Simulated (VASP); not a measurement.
BaO in VASP 6.6.1, single-point calculation

INCAR

```
EDIFF = 1E-7
ISMEAR = -1
ISYM = -1
LWAVE = .FALSE.
ENCUT = 520
SIGMA = 0.02
PREC = Accurate
NSW = 0
LCHARG = .FALSE.
NBANDS = 15
LASPH = .TRUE.
LREAL = .FALSE.
IBRION = -1
GGA = PE
NELM = 93
ISIF = 2
```

KPOINTS

```
KPOINTS created by Atomic Simulation Environment
0
Gamma
4 4 4
0 0 0
```

POSCAR

```
Ba O
 1.0000000000000000
     0.0000000000000000    2.7478267818000002    2.7902908235999999
     2.7478267818000002    0.0000000000000000    2.7902908235999999
     2.7478267818000002    2.7478267818000002    0.0000000000000000
 Ba  O
   1   1
Cartesian
  0.0000000000000000  0.0000000000000000  0.0000000000000000
  2.7478267818000002  2.7478267818000002  2.7902908235999999
```

The recommended PBE PAW datasets give the neutral cell 16 valence electrons.

Command

```
mpirun -np 1 vasp_std
```

OSZICAR

```
N       E                     dE             d eps       ncg     rms          rms(c)
DAV:   1     0.787375702486E+02    0.78738E+02   -0.78711E+03  1920   0.985E+02
DAV:   2    -0.105267277568E+02   -0.89264E+02   -0.80217E+02  2703   0.204E+02
DAV:   3    -0.143656207735E+02   -0.38389E+01   -0.38180E+01  2473   0.420E+01
DAV:   4    -0.144065463184E+02   -0.40926E-01   -0.40920E-01  2321   0.448E+00
DAV:   5    -0.144073118848E+02   -0.76557E-03   -0.76556E-03  2271   0.501E-01    0.961E+00
DAV:   6    -0.120220661265E+02    0.23852E+01   -0.88190E+00  1969   0.220E+01    0.626E+00
DAV:   7    -0.118018524532E+02    0.22021E+00   -0.65293E-01  2071   0.619E+00    0.226E+00
DAV:   8    -0.117775374862E+02    0.24315E-01   -0.98912E-02  2158   0.313E+00    0.494E-01
DAV:   9    -0.117782240679E+02   -0.68658E-03   -0.85413E-03  2228   0.852E-01    0.158E-01
DAV:  10    -0.117794746458E+02   -0.12506E-02   -0.24997E-03  1955   0.390E-01    0.476E-02
DAV:  11    -0.117794486829E+02    0.25963E-04   -0.17076E-04  2466   0.113E-01    0.228E-02
DAV:  12    -0.117794572139E+02   -0.85310E-05   -0.23716E-05  1955   0.421E-02    0.376E-03
DAV:  13    -0.117794569196E+02    0.29428E-06   -0.12093E-06  2599   0.969E-03    0.150E-03
DAV:  14    -0.117794571375E+02   -0.21792E-06   -0.53492E-07  1990   0.603E-03    0.892E-04
DAV:  15    -0.117794571167E+02    0.20810E-07   -0.45454E-08  1485   0.165E-03
   1 F= -.11779457E+02 E0= -.11779457E+02  d E =-.948172E-12
```

From OUTCAR

```
k-points           NKPTS =     64   k-points in BZ     NKDIM =     64   number of bands    NBANDS=     15

   NELECT =      16.0000    total number of electrons

   dimension x,y,z NGX =    30 NGY =   30 NGZ =   30
   dimension x,y,z NGXF=    60 NGYF=   60 NGZF=   60

  energy-cutoff  :      520.00
  volume of cell :       42.14
      direct lattice vectors                 reciprocal lattice vectors
     0.000000000  2.747826782  2.790290824    -0.181961979  0.181961979  0.179192791
     2.747826782  0.000000000  2.790290824     0.181961979 -0.181961979  0.179192791
     2.747826782  2.747826782  0.000000000     0.181961979  0.181961979 -0.179192791

 k-points in reciprocal lattice and weights: KPOINTS created by Atomic Simulation Env
   0.00000000  0.00000000  0.00000000       0.016
   0.25000000  0.00000000  0.00000000       0.016
   0.50000000  0.00000000  0.00000000       0.016
  -0.25000000 -0.00000000  0.00000000       0.016
   0.00000000  0.25000000  0.00000000       0.016
   0.25000000  0.25000000  0.00000000       0.016
   0.50000000  0.25000000  0.00000000       0.016
  -0.25000000  0.25000000  0.00000000       0.016
   ...

 E-fermi :   2.4603

 k-point     1 :       0.0000    0.0000    0.0000
  band No.  band energies     occupation
      1     -23.9796      2.00000
      2     -13.0996      2.00000
      3      -8.4799      2.00000
      4      -8.4724      2.00000
      5      -8.4724      2.00000
      6       1.5298      2.00000
      7       1.6038      2.00000
      8       1.6038      2.00000
      9       5.5090      0.00000
     10       6.5396      0.00000
     11       6.6505      0.00000
     12       6.6505      0.00000
     13       8.7978      0.00000
     14       9.0107      0.00000
     15      11.9185      0.00000

 k-point     2 :       0.2500    0.0000    0.0000
  band No.  band energies     occupation
      1     -23.8497      2.00000
      2     -13.4744      2.00000
      3      -8.6013      2.00000
      4      -8.5396      2.00000
      5      -8.5237      2.00000
      6       0.6072      2.00000
      7       0.9324      2.00000
      8       0.9520      2.00000
      9       6.3984      0.00000
     10       7.6731      0.00000
     11       7.7179      0.00000
     12       7.7562      0.00000
     13      10.2025      0.00000
     14      10.4215      0.00000
     15      14.9619      0.00000

 k-point     3 :       0.5000    0.0000    0.0000
  band No.  band energies     occupation
      1     -23.7129      2.00000
      2     -13.8508      2.00000
      3      -8.7096      2.00000
      4      -8.6003      2.00000
      5      -8.5725      2.00000
      6      -0.0899      2.00000
      7       0.4232      2.00000
      8       0.4268      2.00000
      9       6.8724      0.00000
     10       9.0957      0.00000
     11       9.1350      0.00000
     12      10.1646      0.00000
     13      12.4154      0.00000
     14      12.5621      0.00000
     15      15.4308      0.00000

 ...

  Total        1.1419921      1.1419938      0.7207777      0.0000056      0.0000053      0.0000057
  in kB       43.4225678     43.4226336     27.4065128      0.0002140      0.0002002      0.0002161
  external PRESSURE =      38.0839047 kB  Pullay stress =       0.0000000 kB

 POSITION                                       TOTAL-FORCE (eV/Angst)
 -----------------------------------------------------------------------------------
      0.00000      0.00000      0.00000        -0.000000     -0.000000      0.000000
      2.74783      2.74783      2.79029         0.000000      0.000000     -0.000000
 -----------------------------------------------------------------------------------
    total drift:                                0.000000      0.000000     -0.000000

  FREE ENERGIE OF THE ION-ELECTRON SYSTEM (eV)
  ---------------------------------------------------
  free  energy   TOTEN  =       -11.7794571167 eV

  energy  without entropy=      -11.7794571167  energy(sigma->0) =      -11.77945712
```

It converged. Results: gap between bands v and c on the k mesh 1.89 eV; least direct gap on the k mesh 1.89 eV; pressure 3.8 GPa. Band v is the last that the valence electrons fill when counted band by band, and c is the next.

For comparison, a separate PBE run of the intended cell, on usual settings and not on those above, gives a gap of 1.90 eV on its mesh and a pressure of 3.8 GPa.

The run above took about 56 s on one core of a shared host (Intel Xeon Platinum 8488C) and held 0.19 GiB at most.
